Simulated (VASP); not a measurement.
# Li (Im-3m) in VASP: a series of runs

One crystal, Li, is run at these levels: PBE; tasks: single point, relaxation of cell and atoms.

All numbers are computed with VASP 6.6.1; they aren't measurements. Logs are shortened: lines on timing, memory, paths and dates and some standing lists are left out, and cuts for length are marked.

### Step 1. Starting point

Symmetry: Im-3m, No. 229, cubic system. Conventional cell: a = 3.432 Å, b = 3.432 Å, c = 3.432 Å, α = 90.00°, β = 90.00°, γ = 90.00°. Li (site symmetry m-3m) has 8 Li at 2.97 Å as nearest neighbours.

### Step 2. Single point, PBE

Input file INCAR:

```
PREC = Accurate
ENCUT = 520
EDIFF = 1E-7
ISMEAR = 0
SIGMA = 0.1
LREAL = False
LASPH = True
NELM = 80
ALGO = Normal
ISIF = 2
LWAVE = False
LCHARG = True
GGA = PE
LELF = True
LVHAR = True
NBANDS = 8
```

Input file KPOINTS:

```
regular mesh
0
Gamma
  16 16 16
```

Input file POSCAR:

```
Li
1.0
   -1.7158075576      1.7158075576      1.7158075576
    1.7158075576     -1.7158075576      1.7158075576
    1.7158075576      1.7158075576     -1.7158075576
Li
1
Direct
    0.0000000000      0.0000000000      0.0000000000
```

Potentials or basis: VASP PAW PBE potentials, release 64 (Li_sv).

Launch:

```console
$ cat potpaw_PBE.64/Li_sv/POTCAR > POTCAR
$ mpirun -np 1 vasp_std > vasp.out
```

OUTCAR:

```text
PREC = Accurate
   ENCUT = 520
   EDIFF = 1E-7
   ISMEAR = 0
   LREAL = False
   LASPH = True
   NELM = 80
   ISIF = 2
   GGA = PE

 ion  position               nearest neighbor table
   1  0.000  0.000  0.000-

  LATTYP: Found a body centered cubic cell.
 ALAT       =     3.4316151152

  Lattice vectors:

 A1 = (  -1.7158075576,   1.7158075576,   1.7158075576)
 A2 = (   1.7158075576,  -1.7158075576,   1.7158075576)
 A3 = (   1.7158075576,   1.7158075576,  -1.7158075576)

Analysis of symmetry for initial positions (statically):
=====================================================================
 Subroutine PRICEL returns:
 Original cell was already a primitive cell.

 Routine SETGRP: Setting up the symmetry group for a
 body centered cubic supercell.

 Subroutine GETGRP returns: Found 48 space group operations
 (whereof 48 operations were pure point group operations)
 out of a pool of 48 trial point group operations.

The static configuration has the point symmetry O_h .

Analysis of symmetry for dynamics (positions and initial velocities):
=====================================================================
 Subroutine PRICEL returns:
 Original cell was already a primitive cell.

 Routine SETGRP: Setting up the symmetry group for a
 body centered cubic supercell.

 Subroutine GETGRP returns: Found 48 space group operations
 (whereof 48 operations were pure point group operations)
 out of a pool of 48 trial point group operations.

The dynamic configuration has the point symmetry O_h .

 Subroutine INISYM returns: Found 48 space group operations
 (whereof 48 operations are pure point group operations),
 and found     1 'primitive' translations

----------------------------------------------------------------------------------------

                                     Primitive cell

  volume of cell :      20.2053

  direct lattice vectors                    reciprocal lattice vectors
    -1.715807558  1.715807558  1.715807558     0.000000000  0.291407972  0.291407972
     1.715807558 -1.715807558  1.715807558     0.291407972  0.000000000  0.291407972
     1.715807558  1.715807558 -1.715807558     0.291407972  0.291407972  0.000000000

  length of vectors
     2.971865866  2.971865866  2.971865866     0.412113106  0.412113106  0.412113106

  position of ions in fractional coordinates (direct lattice)
     0.000000000  0.000000000  0.000000000

  ion indices of the primitive-cell ions
   primitive index   ion index
                 1           1

----------------------------------------------------------------------------------------

 KPOINTS: regular mesh

Automatic generation of k-mesh.
 Grid dimensions read from file:
 generate k-points for:   16   16   16

 Generating k-lattice:

  Cartesian coordinates                     Fractional coordinates (reciprocal lattice)
     0.000000000  0.018212998  0.018212998     0.062500000  0.000000000  0.000000000
     0.018212998  0.000000000  0.018212998     0.000000000  0.062500000  0.000000000
     0.018212998  0.018212998  0.000000000     0.000000000  0.000000000  0.062500000

  Length of vectors
     0.025757069  0.025757069  0.025757069

  Shift w.r.t. Gamma in fractional coordinates (k-lattice)
     0.000000000  0.000000000  0.000000000

 Subroutine IBZKPT returns following result:
 ===========================================

 Found    145 irreducible k-points:

 Following reciprocal coordinates:
            Coordinates               Weight
  0.000000  0.000000  0.000000      1.000000
  0.062500  0.000000  0.000000     12.000000
  0.125000  0.000000  0.000000     12.000000
  0.187500  0.000000  0.000000     12.000000
  0.250000  0.000000  0.000000     12.000000
  0.312500  0.000000  0.000000     12.000000
[... 16 lines left out ...]
  0.187500  0.187500  0.000000     24.000000
  0.250000  0.187500  0.000000     48.000000
 [... further k-points ...]
   k-points           NKPTS =    145   k-points in BZ     NKDIM =    145   number of bands    NBANDS=      8
   number of dos      NEDOS =    301   number of ions     NIONS =      1
   total plane-waves  NPLWV =  13824
   dimension x,y,z NGX =    24 NGY =   24 NGZ =   24
   dimension x,y,z NGXF=    48 NGYF=   48 NGZF=   48
   ions per type =               1
   NGX,Y,Z   is equivalent  to a cutoff of  13.43, 13.43, 13.43 a.u.
   NGXF,Y,Z  is equivalent  to a cutoff of  26.85, 26.85, 26.85 a.u.
 SYSTEM =  unknown system
   PREC   = accura    normal or accurate (medium, high low for compatibility)
   ISTART =      0    job   : 0-new  1-cont  2-samecut
   ICHARG =      2    charge: 1-file 2-atom 10-const
   ISPIN  =      1    spin polarized calculation?
   LNONCOLLINEAR =      F non collinear calculations
   LSORBIT =      F    spin-orbit coupling
   LASPH  =      T    aspherical Exc in radial PAW
   ENCUT  =  520.0 eV  38.22 Ry    6.18 a.u.   5.53  5.53  5.53*2*pi/ulx,y,z
   NELM   =     80;   NELMIN=  2; NELMDL= -5     # of ELM steps
   EDIFF  = 0.1E-06   stopping-criterion for ELM
   LREAL  =      F    real-space projection
   EDIFFG = 0.1E-05   stopping-criterion for IOM
   NSW    =      0    number of steps for IOM
   IBRION =     -1    ionic relax: 0-MD 1-quasi-New 2-CG
   NFREE  =      0    steps in history (QN), initial steepest desc. (CG)
   ISIF   =      2    stress and relaxation
   ISYM   =      2    0-nonsym 1-usesym 2-fastsym
   POTIM  = 0.5000    time-step for ionic-motion
   TEBEG  =    0.0;   TEEND  =   0.0 temperature during run
   PSTRESS=    0.0 pullay stress
   NELECT =       3.0000    total number of electrons
   NUPDOWN=      -1.0000    fix difference up-down
   EMIN   =  10.00;   EMAX   =-10.00  energy-range for DOS
   EFERMI =   0.00;   METHOD = LEGACY
   ISMEAR =     0;   SIGMA  =   0.10  broadening in eV -4-tet -1-fermi 0-gaus
   EFERMI_NEDOS =   21; number of points for ismear=-14 and -15
   IALGO  =     38    algorithm
   IMIX   =      4    mixing-type and parameters
     AMIX     =   0.40;   BMIX     =  1.00
     AMIX_MAG =   1.60;   BMIX_MAG =  1.00
  volume/ion in A,a.u.               =      20.21       136.35
  Fermi-wavevector in a.u.,A,eV,Ry     =   0.866882  1.638170 10.224567  0.751484
  Thomas-Fermi vector in A             =   1.985335
   LORBIT       =      0    0 simple, 1 ext, 2 COOP (PROOUT), +10 PAW based schemes
   GGA     = PE    functional components
   LHFCALC =     F    Hartree Fock is set to
   AEXX    =    0.0000 exact exchange contribution
   IVDW    =     0    specifies the selected vdW correction
   LEPSILON=     F    determine dielectric tensor
   LRPA    =     F    only Hartree local field effects (RPA)
 non-spin polarized calculation
 Gauss-broadening in eV      SIGMA  =   0.10
  energy-cutoff  :      520.00
  volume of cell :       20.21
 maximum number of plane-waves:       560
 NGX is ok and might be reduce to    24
   NGX = 11   NGY = 11   NGZ = 11

 number of electron       3.0000001 magnetization

 Free energy of the ion-electron system (eV)
  ---------------------------------------------------
  ext. energy  EPLUGINS =         0.00000000
  ---------------------------------------------------
  free energy    TOTEN  =        -1.90597821 eV

  energy without entropy =       -1.90309327  energy(sigma->0) =       -1.90453574

 E-fermi :   0.6269     XC(G=0):  -7.0520

 val. band max:        0.6052381314   @ k =   0.2500   0.2500   0.0000
 cond. band min:       0.6395124102   @ k =   0.3125   0.1875   0.0000
 fundamental gap:      0.0342742788
 Fermi energy:         0.6269201319

 k-point     1 :       0.0000    0.0000    0.0000
  band No.  band energies     occupation
      1     -45.8892      2.00000
      2      -2.9304      2.00000
      3      15.2725      0.00000
      4      15.2725      0.00000
      5      15.2726      0.00000
      6      20.0505      0.00000
      7      20.0505      0.00000
      8      20.0505      0.00000

 k-point     2 :       0.0625    0.0000    0.0000
  band No.  band energies     occupation
      1     -45.8884      2.00000
      2      -2.8562      2.00000
      3      14.7687      0.00000
      4      14.8942      0.00000
      5      15.1422      0.00000
      6      18.8845      0.00000
      7      19.0772      0.00000
      8      20.2858      0.00000

 k-point     3 :       0.1250    0.0000    0.0000
  band No.  band energies     occupation
      1     -45.8863      2.00000
      2      -2.6342      2.00000
      3      13.2994      0.00000
      4      14.0881      0.00000
      5      14.7728      0.00000
      6      17.8418      0.00000
      7      17.8591      0.00000
      8      19.8883      0.00000

 k-point     4 :       0.1875    0.0000    0.0000
  band No.  band energies     occupation
      1     -45.8831      2.00000
      2      -2.2639      2.00000
      3      11.3460      0.00000
      4      13.2275      0.00000
      5      14.2490      0.00000
      6      16.7655      0.00000
      7      17.4669      0.00000
      8      19.9388      0.00000

 k-point     5 :       0.2500    0.0000    0.0000
  band No.  band energies     occupation
      1     -45.8793      2.00000
      2      -1.7469      2.00000
      3       9.3487      0.00000
      4      12.4600      0.00000
      5      13.6916      0.00000
      6      15.8778      0.00000
      7      17.3787      0.00000
      8      20.3470      0.00000
[... 177 lines left out ...]
 k-point    22 :       0.4375    0.1250    0.0000
  band No.  band energies     occupation
      1     -45.8688      2.00000
      2       1.1728      0.00000
      3       3.9355      0.00000
      4       9.4958      0.00000
      5      11.5082      0.00000
      6      16.7048      0.00000
      7      18.5132      0.00000
      8      23.2690      0.00000

 k-point    23 :       0.1875    0.1875    0.0000
  band No.  band energies     occupation
      1     -45.8747      2.00000
      2      -0.9280      2.00000
      3       8.1505      0.00000
      4       9.5954      0.00000
      5      12.2434      0.00000
      6      17.5433      0.00000
      7      18.1923      0.00000
      8      21.2798      0.00000

 k-point    24 :       0.2500    0.1875    0.0000
  band No.  band energies     occupation
      1     -45.8717      2.00000
      2      -0.1953      2.00000
      3       6.6391      0.00000
      4       8.8553      0.00000
      5      11.8327      0.00000
      6      17.7056      0.00000
      7      18.5253      0.00000
      8      21.9905      0.00000

 [... further k-points ...]

------------------------ aborting loop because EDIFF is reached ----------------------------------------

  FORCE on cell =-STRESS in cart. coord.  units (eV):
  Direction    XX          YY          ZZ          XY          YZ          ZX
  --------------------------------------------------------------------------------------
  -------------------------------------------------------------------------------------
  Total       -0.0039917     -0.0039917     -0.0039917     -0.0000000     -0.0000000      0.0000000
  in kB       -0.3165244     -0.3165244     -0.3165244     -0.0000000     -0.0000000      0.0000000
  external PRESSURE =      -0.3165244 kB  Pullay stress =       0.0000000 kB

 VOLUME and BASIS-vectors are now :
 -----------------------------------------------------------------------------
  energy-cutoff  :      520.00
  volume of cell :       20.21
      direct lattice vectors                 reciprocal lattice vectors
    -1.715807558  1.715807558  1.715807558     0.000000000  0.291407972  0.291407972
     1.715807558 -1.715807558  1.715807558     0.291407972  0.000000000  0.291407972
     1.715807558  1.715807558 -1.715807558     0.291407972  0.291407972  0.000000000

 POSITION                                       TOTAL-FORCE (eV/Angst)
 -----------------------------------------------------------------------------------
      0.00000      0.00000      0.00000         0.000000     -0.000000      0.000000
 -----------------------------------------------------------------------------------
    total drift:                               -0.000000     -0.000000      0.000000

  FREE ENERGIE OF THE ION-ELECTRON SYSTEM (eV)
  ---------------------------------------------------
  free  energy   TOTEN  =        -1.9059782127 eV

  energy  without entropy=       -1.9030932720  energy(sigma->0) =       -1.90453574
```

It took 40 s on 1 thread of AMD EPYC 7R43 (Zen 3), shared host; peak memory 0.1 GiB.

Results:

```yaml
Free_energy: -1.9060 eV
Band_gap_on_the_k_mesh: none (metal or under the smearing width)
```

Caveat: the cutoff is under 1.25 times the usual one of these potentials, so pressure, stress and relaxed cells hold a basis-set (Pulay) error.

### Step 3. Relaxation of cell and atoms, PBE

This run uses another cell than the first one, of 21.61 Å³/atom, 1.069 times its volume.

Input file INCAR:

```
  PREC = Accurate
  ENCUT = 600
  EDIFF = 1E-6
  ISMEAR = 0
  SIGMA = 0.1
  LREAL = False
  LASPH = True
  NELM = 80
  ALGO = Normal
  ISIF = 3
  LWAVE = False
  LCHARG = False
  GGA = PE
  IBRION = 2
  NSW = 100
  EDIFFG = -0.005
```

Input file KPOINTS:

```
Automatic mesh
0
Gamma
  16 16 16
```

Input file POSCAR:

```
Li
1.0
   -1.7546500000      1.7546500000      1.7546500000
    1.7546500000     -1.7546500000      1.7546500000
    1.7546500000      1.7546500000     -1.7546500000
Li
1
Direct
    0.0000000000      0.0000000000      0.0000000000
```

Potentials or basis: VASP PAW PBE potentials, release 64 (Li_sv).

Launch:

```console
$ cat potpaw_PBE.64/Li_sv/POTCAR > POTCAR
$ mpirun -np 1 vasp_std > vasp.out
```

OUTCAR:

```text
PREC = Accurate
   ENCUT = 600
   EDIFF = 1E-6
   ISMEAR = 0
   LREAL = False
   LASPH = True
   NELM = 80
   ISIF = 3
   GGA = PE
   IBRION = 2
   NSW = 100
   EDIFFG = -0.005

 ion  position               nearest neighbor table
   1  0.000  0.000  0.000-

  LATTYP: Found a body centered cubic cell.
 ALAT       =     3.5093000000

  Lattice vectors:

 A1 = (  -1.7546500000,   1.7546500000,   1.7546500000)
 A2 = (   1.7546500000,  -1.7546500000,   1.7546500000)
 A3 = (   1.7546500000,   1.7546500000,  -1.7546500000)

Analysis of symmetry for initial positions (statically):
=====================================================================
 Subroutine PRICEL returns:
 Original cell was already a primitive cell.

 Routine SETGRP: Setting up the symmetry group for a
 body centered cubic supercell.

 Subroutine GETGRP returns: Found 48 space group operations
 (whereof 48 operations were pure point group operations)
 out of a pool of 48 trial point group operations.

The static configuration has the point symmetry O_h .

Analysis of symmetry for dynamics (positions and initial velocities):
=====================================================================
 Subroutine PRICEL returns:
 Original cell was already a primitive cell.
[... 164 lines left out ...]
  Total       -0.1208577     -0.1208577     -0.1208577     -0.0000000      0.0000000     -0.0000000
  in kB       -8.9609342     -8.9609342     -8.9609342     -0.0000000      0.0000000     -0.0000000
  external PRESSURE =      -8.9609342 kB  Pullay stress =       0.0000000 kB
[... 127 lines left out ...]
--------------------------------------- Ionic step        5  -------------------------------------------

 number of electron       3.0000003 magnetization

 Free energy of the ion-electron system (eV)
  ---------------------------------------------------
  ext. energy  EPLUGINS =         0.00000000
  ---------------------------------------------------
  free energy    TOTEN  =        -1.90721059 eV

  energy without entropy =       -1.90432826  energy(sigma->0) =       -1.90576942

 E-fermi :   0.6445     XC(G=0):  -7.0685

 val. band max:        0.6229934845   @ k =   0.2500   0.2500   0.0000
 cond. band min:       0.6572393832   @ k =   0.3125   0.1875   0.0000
 fundamental gap:      0.0342458987
 Fermi energy:         0.6445457511

 k-point     1 :       0.0000    0.0000    0.0000
  band No.  band energies     occupation
      1     -45.8570      2.00000
      2      -2.9222      2.00000
      3      15.3598      0.00000
      4      15.3598      0.00000
      5      15.3599      0.00000
[... 177 lines left out ...]
 k-point    24 :       0.2500    0.1875    0.0000
  band No.  band energies     occupation
      1     -45.8395      2.00000
      2      -0.1801      2.00000
      3       6.6825      0.00000
      4       8.9133      0.00000
      5      11.9020      0.00000

 [... further k-points ...]

------------------------ aborting loop because EDIFF is reached ----------------------------------------

  FORCE on cell =-STRESS in cart. coord.  units (eV):
  Direction    XX          YY          ZZ          XY          YZ          ZX
  --------------------------------------------------------------------------------------
  -------------------------------------------------------------------------------------
  Total       -0.0040129     -0.0040129     -0.0040129     -0.0000000      0.0000000     -0.0000000
  in kB       -0.3203185     -0.3203185     -0.3203185     -0.0000000      0.0000000     -0.0000000
  external PRESSURE =      -0.3203185 kB  Pullay stress =       0.0000000 kB
[... 16 lines left out ...]
  FREE ENERGIE OF THE ION-ELECTRON SYSTEM (eV)
  ---------------------------------------------------
  free  energy   TOTEN  =        -1.9072105902 eV

  energy  without entropy=       -1.9043282572  energy(sigma->0) =       -1.90576942

 reached required accuracy - stopping structural energy minimisation
```

Run time: 72 s. Hardware: 1 thread of AMD EPYC 7R43 (Zen 3), shared host; peak memory 0.11 GiB.

Results:

```yaml
Free_energy: -1.9072 eV
Relaxed_volume: 20.07 Å³/atom
Relaxed_cell: a = 2.965 Å, b = 2.965 Å, c = 2.965 Å, α = 109.47°, β = 109.47°, γ = 109.47°
Space_group_after_relaxing_to_0.05_Å: Im-3m (No. 229)
Energy_gained_by_relaxing: 4.7 meV/atom
Ionic_steps: 5
Pressure_after_relaxing: 0.0 GPa
Band_gap_on_the_k_mesh: none (metal or under the smearing width)
```

Step by step:
```tsv
step	energy change (eV)	largest force (eV/Å)	pressure (GPa)	volume (Å³)
1	0.0000	0.0000	-0.90	21.61
2	-0.0019	0.0000	-0.71	21.23
3	-0.0044	0.0000	-0.25	20.43
4	-0.0016	0.0000	0.91	18.89
5	-0.0047	0.0000	-0.03	20.07
```

Final structure:
```xyz
1
Lattice="-1.7120 1.7120 1.7120 1.7120 -1.7120 1.7120 1.7120 1.7120 -1.7120" Properties=species:S:1:pos:R:3 pbc="T T T"
Li    0.0000    0.0000    0.0000
```

Levels at points of the mesh, in eV from the Fermi level:
```
           k point  band 1  band 2  band 3  band 4
(0.00, 0.00, 0.00)  -46.50   -3.57   14.72   14.72
(0.50, 0.00, 0.00)  -46.48    0.25    3.30   10.44
(0.50, 0.50, 0.50)  -46.47    5.56    5.56    5.56
```

Caveat: the cutoff is under 1.25 times the usual one of these potentials, so pressure, stress and relaxed cells hold a basis-set (Pulay) error.

### Step 4. Single point, PBE

This run uses another cell than the first one, of 21.61 Å³/atom, 1.069 times its volume.

Input file INCAR:

```
PREC = Accurate
ENCUT = 520
EDIFF = 1E-6
ISMEAR = 0
SIGMA = 0.1
LREAL = False
LASPH = True
NELM = 80
ALGO = Normal
ISIF = 2
LWAVE = False
LCHARG = False
GGA = PE
NBANDS = 8
```

Input file KPOINTS:

```
regular mesh
0
Gamma
  8 8 8
```

POSCAR is that of step 3.

Launch:

```console
$ cat potpaw_PBE.64/Li_sv/POTCAR > POTCAR
$ mpirun -np 1 vasp_std > vasp.out
```

Run time: 9.2 s. Hardware: 1 thread of AMD EPYC 7R43 (Zen 3), shared host; peak memory 0.09 GiB.

Results (log left out):

```
Free energy            : -1.8921 eV
Band gap on the k mesh : none (metal or under the smearing width)
```

Levels at points of the mesh, in eV from the Fermi level:
| k point | band 1 | band 2 | band 3 | band 4 |
| --- | --- | --- | --- | --- |
| (0.00, 0.00, 0.00) | -46.68 | -3.52 | 13.91 | 13.91 |
| (0.50, 0.00, 0.00) | -46.67 | 0.22 | 3.01 | 9.87 |
| (0.50, 0.50, 0.50) | -46.66 | 5.25 | 5.25 | 5.25 |

Caveat: the cutoff is under 1.25 times the usual one of these potentials, so pressure, stress and relaxed cells hold a basis-set (Pulay) error.

### Step 5. The runs side by side

| task | cell | k mesh | cutoff (eV) | gap on the mesh (eV) |
| --- | --- | --- | --- | --- |
| single point | Im-3m, 20.21 Å³/atom | 16 × 16 × 16 | 520 | none |
| relaxation of cell and atoms | relaxed | 16 × 16 × 16 | 600 | none |
| single point | Im-3m, 21.61 Å³/atom | 8 × 8 × 8 | 520 | none |

Alike in all rows: level PBE; potentials or basis VASP PAW PBE potentials, release 64 (Li_sv); no spin polarisation; smearing gaussian 0.1 eV.

Caveats: the cutoff is under 1.25 times the usual one of these potentials, so pressure, stress and relaxed cells hold a basis-set (Pulay) error.

Total energies depend on the potentials used, so only differences within one code and one set of settings carry meaning.
